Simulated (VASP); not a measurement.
Here is a VASP 6.6.1 calculation.

The input INCAR:

```
SYSTEM = Ga
ALGO     = Fast           ! electronic algorithm
EDIFF    = 1E-7           ! SCF threshold, eV
EDIFFG   = -0.03          ! ionic threshold
ENCUT    = 600            ! plane-wave cutoff, eV
GGA      = PE             ! functional
IBRION   = 2              ! ionic algorithm
ISIF     = 3              ! what is computed and relaxed
ISMEAR   = 0              ! smearing method
LASPH    = .TRUE.         ! aspherical terms in the spheres
LCHARG   = .FALSE.        ! write CHGCAR
LREAL    = .FALSE.        ! projectors in reciprocal space
LWAVE    = .FALSE.        ! write WAVECAR
NELM     = 100            ! most SCF steps
NSW      = 80             ! ionic steps
PREC     = Accurate       ! precision mode
SIGMA    = 0.05           ! smearing width, eV
```

File KPOINTS:

```
k-points
0
G
  6 6 4
  0 0 0
```

The input POSCAR:

```
Ga
1.0
    2.2615000000     -3.8305000000      0.0000000000
    2.2615000000      3.8305000000      0.0000000000
    0.0000000000      0.0000000000      4.5240000000
Ga
4
Direct
    0.3451000000      0.6549000000      0.5810000000
    0.6549000000      0.3451000000      0.4190000000
    0.8451000000      0.1549000000      0.9190000000
    0.1549000000      0.8451000000      0.0810000000
```

Potentials or basis: VASP PAW PBE potentials, release 64 (Ga_d).

Command:

```console
$ cat potpaw_PBE.64/Ga_d/POTCAR > POTCAR
$ mpirun -np 1 vasp_std > vasp.out
```

Q: Predict the relaxed cell.

A: a = 4.502 Å, b = 4.502 Å, c = 4.592 Å, α = 90.00°, β = 90.00°, γ = 119.00°.

Q: What does it give for the relaxed volume?

A: 20.35 Å³/atom.

Q: Estimate the band gap on the k mesh.

A: None (metal or under the smearing width).

Q: What does it give for the space group after relaxing (to 0.05 Å)?

A: Cmce (No. 64).

Stress tensor (GPa, compression positive):
```
 0.02  0.00  0.00
 0.00 -0.16  0.00
 0.00  0.00  0.05
```
